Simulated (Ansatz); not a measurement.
# BN: the cost of one run

Computed with Ansatz 0.2.0 (DFT PBEsol, scalar-relativistic, plane waves, PAW, unless a step's input says otherwise).

The COD entry's cell or inner coordinates are ideal or old and differ from later refinements, so a difference from it is no clean test against experiment.

## Step 1: The starting structure

It takes space group P6_3/mmc (No. 194, hexagonal). Conventional cell: a = 2.498 Å, b = 2.498 Å, c = 6.636 Å, α = 90.00°, β = 90.00°, γ = 120.00°. B (site symmetry -6m2) has 3 N at 1.44 Å as nearest neighbours. Around N (site symmetry -6m2) lie 3 B at 1.44 Å.

Structure file:

```cif
data_structure
_symmetry_space_group_name_H-M 'P 1'
_symmetry_Int_Tables_number 1
_cell_length_a 2.4982
_cell_length_b 2.4982
_cell_length_c 6.6357
_cell_angle_alpha 90.000
_cell_angle_beta 90.000
_cell_angle_gamma 120.000
_cell_volume 35.87
loop_
_atom_site_label
_atom_site_type_symbol
_atom_site_fract_x
_atom_site_fract_y
_atom_site_fract_z
_atom_site_occupancy
B1 B 0.33333 0.66667 0.25000 1
B2 B 0.66667 0.33333 0.75000 1
N1 N 0.33333 0.66667 0.75000 1
N2 N 0.66667 0.33333 0.25000 1
```

Source of the structure: the Crystallography Open Database.

(A quick probe on a coarse mesh, which set the mesh and smearing, is not shown.)

## Step 3: Relaxing cell and atoms

Input file input.yaml:

```yaml
crystal:
  lattice:
    - [2.49824, 0.0, 0.0]
    - [-1.24912, 2.1635393048, 0.0]
    - [0.0, 0.0, 6.6357]
  atoms:
    - { symbol: B, position: [0.3333333333, 0.6666666667, 0.25] }
    - { symbol: B, position: [0.6666666667, 0.3333333333, 0.75] }
    - { symbol: "N", position: [0.3333333333, 0.6666666667, 0.75] }
    - { symbol: "N", position: [0.6666666667, 0.3333333333, 0.25] }
basis:
  ecutwfc: 420
kpoints:
  mp_grid: { grid: [12, 12, 4] }
hamiltonian:
  xc: pbesol
scf:
  occupations: { method: gaussian, width: 0.02 }
output:
  forces: true
  stress: true
  eigenvalues: true
relax:
  adjacent_minimum: "off"
  f_tol: 0.005
  max_steps: 80
  cell: { stress_tol: 0.05 }
```

Started as:

```console
$ ansatz run input.yaml --threads 1 --pin off --max-ram 4096MiB --backend cpu --events-out ev --progress --plain --runs-dir out
```

**Question.** How long does this run take on 1 thread of Arm Neoverse V2, shared host, and how much memory does it need?

About 16 s, with a peak of 0.31 GiB.
